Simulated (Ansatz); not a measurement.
TiSi2:

```xyz
3
Lattice="-1.4729 1.7121 4.2121 1.4729 -1.7121 4.2121 1.4729 1.7121 -4.2121" Properties=species:S:1:pos:R:3 pbc="T T T"
Ti    0.0000    0.0000    0.0000
Si    0.0000    0.0000    5.6448
Si    0.0000    0.0000    2.7793
```

The cell comes from a database or a generator and needn't be the stable form of this composition.

| Item | Value |
| --- | --- |
| Program | Ansatz 0.2.0 |
| Task | relaxation of cell and atoms |
| Functional | LDA |
| Potentials or basis | Ansatz PAW |
| Cutoff | 420 eV (not typed: the program's choice for these potentials) |
| k mesh | 12 × 12 × 12 |
| Occupations | fermi-dirac, width 0.05 eV |
| Spin | no spin polarisation |

At the start: volume 14.16 Å³/atom.

Where does the relaxation end?

It ends after 5 steps and the volume is 13.52 Å³/atom (-4.5 %); space group Immm (No. 71, to 0.05 Å).

The path:
| step | energy change (eV) | largest force (eV/Å) | volume (Å³) |
| --- | --- | --- | --- |
| 1 | 0.0000 | 0.1151 | 42.49 |
| 2 | -0.0426 | 0.0404 | 40.34 |
| 3 | -0.0434 | 0.0071 | 40.59 |
| 4 | -0.0434 | 0.0044 | 40.57 |
| 5 | -0.0428 | 0.0044 | 40.57 |

Final structure:
```
CELL_PARAMETERS angstrom
-1.45327 1.68791 4.13489
1.45327 -1.68791 4.13489
1.45327 1.68791 -4.13489
ATOMIC_POSITIONS crystal
Ti 0.00000 0.00000 0.00000
Si 0.66897 0.66897 0.00000
Si 0.33103 0.33103 0.00000
```

Caveat: the plane-wave basis is chosen anew once the cell has moved, so the energies of steps on either side of that aren't comparable; the PAW data sets come from PBE, with cores solved anew for the run's functional, which leaves a small shift of forces and pressure.
